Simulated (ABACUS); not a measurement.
# SnTe (Fm-3m) in ABACUS: further runs

One crystal, SnTe, is run at these levels: PBE; tasks: equation of state.

Program: ABACUS 3.10.1. These are calculated values, not measurements. Logs are shortened: lines on timing, memory, paths and dates and some standing lists are left out, and cuts for length are marked.

## (1) The crystal as given

Symmetry: Fm-3m, No. 225, cubic system. The conventional cell has a = 6.302 Å, b = 6.302 Å, c = 6.302 Å, α = 90.00°, β = 90.00°, γ = 90.00°. Te (site symmetry m-3m) is surrounded by 6 Sn at 3.15 Å. Sn (site symmetry m-3m) has 6 Te at 3.15 Å as nearest neighbours.

## (2) Equation of state, PBE, 29.40 Å³/atom (volume scaled by 0.94)

Contents of INPUT:

```
INPUT_PARAMETERS
suffix              SnTe
calculation         scf
basis_type          lcao
pseudo_dir          ./
orbital_dir         ./
symmetry            1
dft_functional      pbe
ecutwfc             100
pseudo_rcut         10
nspin               1
nbands              19
ks_solver           genelpa
smearing_method     fd
smearing_sigma      0.00367493
scf_thr             1e-07
scf_nmax            100
mixing_type         broyden
mixing_beta         0.7
cal_force           1
cal_stress          1
out_mul             1
```

Contents of STRU:

```
ATOMIC_SPECIES
Te 127.6000 Te.upf
Sn 118.7100 Sn.upf

NUMERICAL_ORBITAL
Te_confined-atom_8au_3s3p3d1f.orb
Sn_confined-atom_8au_3s3p3d1f.orb

LATTICE_CONSTANT
1.8897261246

LATTICE_VECTORS
0.0000000000 3.0865288906 3.0865288906
3.0865288906 0.0000000000 3.0865288906
3.0865288906 3.0865288906 0.0000000000

ATOMIC_POSITIONS
Direct

Te
0.0
1
0.5000000000 0.5000000000 0.5000000000 1 1 1

Sn
0.0
1
0.0000000000 0.0000000000 0.0000000000 1 1 1
```

Contents of KPT:

```
K_POINTS
0
Gamma
7 7 7 0 0 0
```

Potentials or basis: PseudoDojo NC SR 0.4.1 PBE standard, TZDP LCAO (the cutoffs set its grid).

Command:

```console
$ OMP_NUM_THREADS=1 mpirun -np 4 abacus > log
```

running log:

```text
ABACUS v3.10.1

               Atomic-orbital Based Ab-initio Computation at UStc

 ------------------------------------------------------------------------------------

 READING GENERAL INFORMATION
                           global_out_dir = OUT.SnTe/
                           global_in_card = INPUT
                               pseudo_dir = ./
                              orbital_dir = ./
                                    DSIZE = 4
                                    GSIZE = 1
[... 5 lines left out ...]

 READING ATOM TYPE 1
                               atom label = Te
                      L=0, number of zeta = 3
                      L=1, number of zeta = 3
                      L=2, number of zeta = 3
                      L=3, number of zeta = 1
             number of atom for this type = 1

 READING ATOM TYPE 2
                               atom label = Sn
                      L=0, number of zeta = 3
                      L=1, number of zeta = 3
                      L=2, number of zeta = 3
                      L=3, number of zeta = 1
             number of atom for this type = 1

                        TOTAL ATOM NUMBER = 2
DIRECT COORDINATES
    atom                   x                   y                   z     mag                  vx                  vy                  vz
taud_Te1            0.5000000000        0.5000000000        0.5000000000  0.0000        0.0000000000        0.0000000000        0.0000000000
taud_Sn1            0.0000000000        0.0000000000        0.0000000000  0.0000        0.0000000000        0.0000000000        0.0000000000

                          Volume (Bohr^3) = 396.86
                             Volume (A^3) = 58.8086

 Lattice vectors: (Cartesian coordinate: in unit of a_0)
                   +0            +3.08653            +3.08653
             +3.08653                  +0            +3.08653
             +3.08653            +3.08653                  +0
 Reciprocal vectors: (Cartesian coordinate: in unit of 2 pi/a_0)
            -0.161994           +0.161994           +0.161994
            +0.161994           -0.161994           +0.161994
            +0.161994           +0.161994           -0.161994
 The esolver type has been set to : ksdft_lcao

                PAO radial cut off (Bohr) = 10

 Read in pseudopotential file is Te.upf
                     pseudopotential type = NC
          exchange-correlation functional = PBE
                 nonlocal core correction = 1
                        valence electrons = 16
                                     lmax = 2
                           number of zeta = 3
                     number of projectors = 6
                           L of projector = 0
[... 5 lines left out ...]
                PAO radial cut off (Bohr) = 10

 Read in pseudopotential file is Sn.upf
                     pseudopotential type = NC
          exchange-correlation functional = PBE
                 nonlocal core correction = 1
                        valence electrons = 14
                                     lmax = 2
                           number of zeta = 3
                     number of projectors = 6
                           L of projector = 0
                           L of projector = 0
                           L of projector = 1
                           L of projector = 1
                           L of projector = 2
                           L of projector = 2
     initial pseudo atomic orbital number = 18

 SETUP THE ELECTRONS NUMBER
            electron number of element Te = 16
      total electron number of element Te = 16
            electron number of element Sn = 14
      total electron number of element Sn = 14
            AUTOSET number of electrons:  = 30
                           occupied bands = 15
                                   NLOCAL = 68
                                   NBANDS = 19
                                   NBANDS = 19
                                   NLOCAL = 68

%%%%%%%%%%%%%%%%%%%%%%%%%%%%%%%%%%%%%%%%%%%%%%%%%%%%%%%%%%%%%%%%%%%%%%%%%%%%%%%%%%%%%%%%%%%%%%%%%%%%%%%%%%
 Warning: the number of valence electrons in pseudopotential > 6 for Te: [Kr] 4d10 5s2 5p4
 Warning: the number of valence electrons in pseudopotential > 4 for Sn: [Kr] 4d10 5s2 5p2
 Pseudopotentials with additional electrons can yield (more) accurate outcomes, but may be less efficient.
 If you're confident that your chosen pseudopotential is appropriate, you can safely ignore this warning.
%%%%%%%%%%%%%%%%%%%%%%%%%%%%%%%%%%%%%%%%%%%%%%%%%%%%%%%%%%%%%%%%%%%%%%%%%%%%%%%%%%%%%%%%%%%%%%%%%%%%%%%%%%

 SETUP THE PLANE WAVE BASIS
 energy cutoff for charge/potential (unit:Ry) = 400
            fft grid for charge/potential = [ 54, 54, 54 ]
                        fft grid division = [ 2, 2, 2 ]
        big fft grid for charge/potential = [ 27, 27, 27 ]
                                     nbxx = 5103
                                     nrxx = 40824

[... 83 lines left out ...]

           k-point number in this process = 20
       minimum distributed K point number = 20
[... stars of the k points ...]

[... K-POINTS CARTESIAN COORDINATES: 20 rows ...]

[... K-POINTS DIRECT COORDINATES: 20 rows ...]

 SETUP PLANE WAVES FOR WAVE FUNCTIONS
     energy cutoff for wavefunc (unit:Ry) = 100
              fft grid for wave functions = [ 54, 54, 54 ]
                    number of plane waves = 8363
                         number of sticks = 547

 PARALLEL PW FOR WAVE FUNCTIONS
     PROC   COLUMNS(POT)             PW
        1            136           2090
        2            137           2091
        3            137           2091
        4            137           2091
 --------------- sum -------------------
        4            547           8363

 SET NONLOCAL PSEUDOPOTENTIAL PROJECTORS
 SET NONLOCAL PSEUDOPOTENTIAL PROJECTORS
 max number of nonlocal projetors among all species is 6

 -------------------------------------------
 SELF-CONSISTENT
 -------------------------------------------

 SETUP SEARCHING RADIUS FOR PROGRAM TO SEARCH ADJACENT ATOMS
                  longest orb rcut (Bohr) = 8
   longest nonlocal projector rcut (Bohr) = 2.66
                     search radius (Bohr) = 21.3
              searching radius is (Bohr)) = 21.3
         searching radius unit is (Bohr)) = 1.89
                         PeriodicBoundary = 1
                        Radius(unit:lat0) = 11.3
                                   glayer = [ 5, 5, 5 ]
                             glayer_minus = [ 4, 4, 4 ]

Find the coordinate range of the input atom(unit:lat0).
                                  min_tau = [ -24.7, -24.7, -24.7 ]
                                  max_tau = [ 27.8, 27.8, 27.8 ]
                                BoxNumber = [ 9, 9, 9 ]

 SETUP EXTENDED REAL SPACE GRID FOR GRID INTEGRATION
                          real space grid = [ 54, 54, 54 ]
                 big cell numbers in grid = [ 27, 27, 27 ]
             meshcell numbers in big cell = [ 2, 2, 2 ]
                        extended fft grid = [ 33, 33, 33 ]
                dimension of extened grid = [ 94, 94, 94 ]
                            UnitCellTotal = 125
              Atom number in sub-FFT-grid = 2
    Local orbitals number in sub-FFT-grid = 68
                                ParaV.nnr = 72250
                                 init_chg = atomic

 LCAO ALGORITHM --------------- ION=   1  ELEC=   1--------------------------------

 Density error is 0.0203084442733
----------------------------------------------------------
     Energy           Rydberg                 eV
----------------------------------------------------------
 E_KohnSham     -367.3587906475      -4998.1727631945
 E_Harris       -367.2669162155      -4996.9227474190
 E_Fermi        0.8112670398         11.0378543402
----------------------------------------------------------
[... 78 lines left out ...]
 LCAO ALGORITHM --------------- ION=   1  ELEC=   9--------------------------------

 Density error is 1.56420702253e-08
----------------------------------------------------------
     Energy           Rydberg                 eV
----------------------------------------------------------
 E_KohnSham     -367.3614913886      -4998.2095086624
 E_KS(sigma->0) -367.3614863700      -4998.2094403810
 E_Harris       -367.3614909123      -4998.2095021827
 E_band         -23.5658410987       -320.6297171047
 E_one_elec     -140.6831910681      -1914.0930113493
 E_Hartree      86.2309109493        1173.2317326407
 E_xc           -93.4087553430       -1270.8913157530
 E_Ewald        -219.5004458895      -2986.4567776380
 E_entropy(-TS) -0.0000100372        -0.0001365628
 E_descf        0.0000000000         0.0000000000
 E_exx          0.0000000000         0.0000000000
 E_Fermi        0.8112283927         11.0373285206
----------------------------------------------------------

 charge density convergence is achieved
 final etot is -4998.2095087 eV
 EFERMI = 11.037328521 eV

 STATE ENERGY(eV) AND OCCUPATIONS    NSPIN == 1
 1/20 kpoint (Cartesian) = 0.0000 0.0000 0.0000 (1685 pws)
       1       -26.3402     0.00583090
       2       -26.3402     0.00583090
       3       -26.3340     0.00583090
       4       -26.3340     0.00583090
       5       -26.3340     0.00583090
       6       -11.0191     0.00583090
[... 11 lines left out ...]
      18        14.5352    2.42047e-33
      19        15.6250    8.27164e-43
[... 88 lines left out ...]
       3       -26.3340       0.139942
       4       -26.3333       0.139942
       5       -26.3333       0.139942
       6       -11.0279       0.139942
[... 11 lines left out ...]
      18        14.0153    1.90423e-27
      19        14.9308    2.12743e-35

[... levels at 14 further k points ...]

 correction force for each atom along direction 1 is 7.52482e-14
 correction force for each atom along direction 2 is 1.56476e-13
 correction force for each atom along direction 3 is 1.14688e-14
------------------------------------------------------------------------------------------
 TOTAL-FORCE (eV/Angstrom)
------------------------------------------------------------------------------------------
                       Te1         0.0000000000         0.0000000000         0.0000000000
                       Sn1         0.0000000000         0.0000000000         0.0000000000
------------------------------------------------------------------------------------------

----------------------------------------------------------------
 TOTAL-STRESS (KBAR)
----------------------------------------------------------------
        60.4587853683         0.0000000000         0.0000000000
        -0.0000000000        60.4587853683        -0.0000000000
        -0.0000000000         0.0000000000        60.4587853683
----------------------------------------------------------------
 TOTAL-PRESSURE: 60.458785 KBAR

 --------------------------------------------
 !FINAL_ETOT_IS -4998.2095086623749012 eV
 --------------------------------------------
```

Wall time 12 s (4 MPI ranks of Intel Xeon at 2.60GHz (Ice Lake), shared host); peak memory 0.56 GiB.

Results:

- Free energy: -4998.2095 eV
- Pressure: 6.0 GPa
- Mulliken charges: Te -0.27; Sn +0.27 e

Caveat: the atomic orbitals were generated for these runs and aren't a published set; Mulliken charges move with the basis; this odd mesh misses L, where the gap lies, so gap, dielectric constants and Born charges aren't listed; the basis of atomic orbitals isn't converged, which shifts pressures, moduli and gaps.

## (3) Equation of state, PBE, 30.03 Å³/atom (volume scaled by 0.96)

INPUT is that of step 2.

Changes to STRU since step 2:

```diff
@@ -12,5 +12,5 @@
 LATTICE_VECTORS
-0.0000000000 3.0865288906 3.0865288906
-3.0865288906 0.0000000000 3.0865288906
-3.0865288906 3.0865288906 0.0000000000
+0.0000000000 3.1082657258 3.1082657258
+3.1082657258 0.0000000000 3.1082657258
+3.1082657258 3.1082657258 0.0000000000
```

KPT is that of step 2.

Potentials or basis: PseudoDojo NC SR 0.4.1 PBE standard, TZDP LCAO (the cutoffs set its grid).

Command:

```console
$ OMP_NUM_THREADS=1 mpirun -np 4 abacus > log
```

It took 11 s on 4 MPI ranks of Intel Xeon at 2.60GHz (Ice Lake), shared host; peak memory 0.56 GiB.

The run converged. Its results:

```yaml
Free_energy: -4998.2513 eV
Pressure: 4.7 GPa
Mulliken_charges: Te -0.28; Sn +0.28 e
```

Caveat: the atomic orbitals were generated for these runs and aren't a published set; Mulliken charges move with the basis; this odd mesh misses L, where the gap lies, so gap, dielectric constants and Born charges aren't listed; the basis of atomic orbitals isn't converged, which shifts pressures, moduli and gaps.

## (4) Equation of state, PBE, 30.66 Å³/atom (volume scaled by 0.98)

INPUT is that of step 3.

Changes to STRU since step 3:

```diff
@@ -12,5 +12,5 @@
 LATTICE_VECTORS
-0.0000000000 3.1082657258 3.1082657258
-3.1082657258 0.0000000000 3.1082657258
-3.1082657258 3.1082657258 0.0000000000
+0.0000000000 3.1297027185 3.1297027185
+3.1297027185 0.0000000000 3.1297027185
+3.1297027185 3.1297027185 0.0000000000
```

KPT is that of step 3.

Command:

```console
$ OMP_NUM_THREADS=1 mpirun -np 4 abacus > log
```

Wall time 11 s (4 MPI ranks of Intel Xeon at 2.60GHz (Ice Lake), shared host); peak memory 0.6 GiB.

Results (log left out):

```
Free energy      : -4998.2836 eV
Pressure         : 3.5 GPa
Mulliken charges : Te -0.28; Sn +0.28 e
```

Caveat: the atomic orbitals were generated for these runs and aren't a published set; Mulliken charges move with the basis; this odd mesh misses L, where the gap lies, so gap, dielectric constants and Born charges aren't listed; the basis of atomic orbitals isn't converged, which shifts pressures, moduli and gaps.

## (5) Equation of state, PBE, 31.28 Å³/atom

INPUT is that of step 4.

Changes to STRU since step 4:

```diff
@@ -12,5 +12,5 @@
 LATTICE_VECTORS
-0.0000000000 3.1297027185 3.1297027185
-3.1297027185 0.0000000000 3.1297027185
-3.1297027185 3.1297027185 0.0000000000
+0.0000000000 3.1508500000 3.1508500000
+3.1508500000 0.0000000000 3.1508500000
+3.1508500000 3.1508500000 0.0000000000
```

KPT is that of step 4.

Command:

```console
$ OMP_NUM_THREADS=1 mpirun -np 4 abacus > log
```

Run time: 10 s. Hardware: 4 MPI ranks of Intel Xeon at 2.60GHz (Ice Lake), shared host; peak memory 0.6 GiB.

Results (log left out):

| Property | Result |
| --- | --- |
| Free energy | -4998.3065 eV |
| Pressure | 2.4 GPa |
| Mulliken charges | Te -0.29; Sn +0.29 e |

Caveat: the atomic orbitals were generated for these runs and aren't a published set; Mulliken charges move with the basis; this odd mesh misses L, where the gap lies, so gap, dielectric constants and Born charges aren't listed; the basis of atomic orbitals isn't converged, which shifts pressures, moduli and gaps.

## (6) Equation of state, PBE, 31.91 Å³/atom (volume scaled by 1.02)

INPUT is that of step 5.

Changes to STRU since step 5:

```diff
@@ -12,5 +12,5 @@
 LATTICE_VECTORS
-0.0000000000 3.1508500000 3.1508500000
-3.1508500000 0.0000000000 3.1508500000
-3.1508500000 3.1508500000 0.0000000000
+0.0000000000 3.1717171644 3.1717171644
+3.1717171644 0.0000000000 3.1717171644
+3.1717171644 3.1717171644 0.0000000000
```

KPT is that of step 5.

Potentials or basis: PseudoDojo NC SR 0.4.1 PBE standard, TZDP LCAO (the cutoffs set its grid).

Command:

```console
$ OMP_NUM_THREADS=1 mpirun -np 4 abacus > log
```

Wall time 10 s (4 MPI ranks of Intel Xeon at 2.60GHz (Ice Lake), shared host); peak memory 0.6 GiB.

The run converged. Its results:

```yaml
Free_energy: -4998.3221 eV
Pressure: 1.5 GPa
Mulliken_charges: Te -0.29; Sn +0.29 e
```

Caveat: the atomic orbitals were generated for these runs and aren't a published set; Mulliken charges move with the basis; this odd mesh misses L, where the gap lies, so gap, dielectric constants and Born charges aren't listed; the basis of atomic orbitals isn't converged, which shifts pressures, moduli and gaps.

## (7) Equation of state, PBE, 32.53 Å³/atom (volume scaled by 1.04)

INPUT is that of step 6.

Changes to STRU since step 6:

```diff
@@ -12,5 +12,5 @@
 LATTICE_VECTORS
-0.0000000000 3.1717171644 3.1717171644
-3.1717171644 0.0000000000 3.1717171644
-3.1717171644 3.1717171644 0.0000000000
+0.0000000000 3.1923133075 3.1923133075
+3.1923133075 0.0000000000 3.1923133075
+3.1923133075 3.1923133075 0.0000000000
```

KPT is that of step 6.

Command:

```console
$ OMP_NUM_THREADS=1 mpirun -np 4 abacus > log
```

It took 11 s on 4 MPI ranks of Intel Xeon at 2.60GHz (Ice Lake), shared host; peak memory 0.56 GiB.

Results (log left out):

```
Free energy      : -4998.3302 eV
Pressure         : 0.6 GPa
Mulliken charges : Te -0.30; Sn +0.30 e
```

Caveat: the atomic orbitals were generated for these runs and aren't a published set; Mulliken charges move with the basis; this odd mesh misses L, where the gap lies, so gap, dielectric constants and Born charges aren't listed; the basis of atomic orbitals isn't converged, which shifts pressures, moduli and gaps.

## (8) Equation of state, PBE, 33.16 Å³/atom (volume scaled by 1.06)

INPUT is that of step 7.

Changes to STRU since step 7:

```diff
@@ -12,5 +12,5 @@
 LATTICE_VECTORS
-0.0000000000 3.1923133075 3.1923133075
-3.1923133075 0.0000000000 3.1923133075
-3.1923133075 3.1923133075 0.0000000000
+0.0000000000 3.2126470615 3.2126470615
+3.2126470615 0.0000000000 3.2126470615
+3.2126470615 3.2126470615 0.0000000000
```

KPT is that of step 7.

Command:

```console
$ OMP_NUM_THREADS=1 mpirun -np 4 abacus > log
```

It took 11 s on 4 MPI ranks of Intel Xeon at 2.60GHz (Ice Lake), shared host; peak memory 0.6 GiB.

Results (log left out):

```
Free energy      : -4998.3319 eV
Pressure         : -0.2 GPa
Mulliken charges : Te -0.31; Sn +0.31 e
```

Caveat: the atomic orbitals were generated for these runs and aren't a published set; Mulliken charges move with the basis; this odd mesh misses L, where the gap lies, so gap, dielectric constants and Born charges aren't listed; the basis of atomic orbitals isn't converged, which shifts pressures, moduli and gaps.

## (9) Equation of state, PBE

Potentials or basis: PseudoDojo NC SR 0.4.1 PBE standard, TZDP LCAO (the cutoffs set its grid).

This step only gathers the single runs of the series.

Results:

* Equilibrium volume: 33.02 Å³/atom
* Bulk modulus: 40 GPa
* Pressure derivative of the bulk modulus: 4.4

Energy against volume, from the lowest point:
```csv
volume (Å³/atom),energy (meV/atom)
29.404,61.18
30.030,40.27
30.656,24.14
31.281,12.66
31.907,4.90
32.532,0.82
33.158,0.00
```

Caveat: the atomic orbitals were generated for these runs and aren't a published set; this odd mesh misses L, where the gap lies, so gap, dielectric constants and Born charges aren't listed; the basis of atomic orbitals isn't converged, which shifts pressures, moduli and gaps. Zero-point motion and thermal expansion aren't in these numbers.
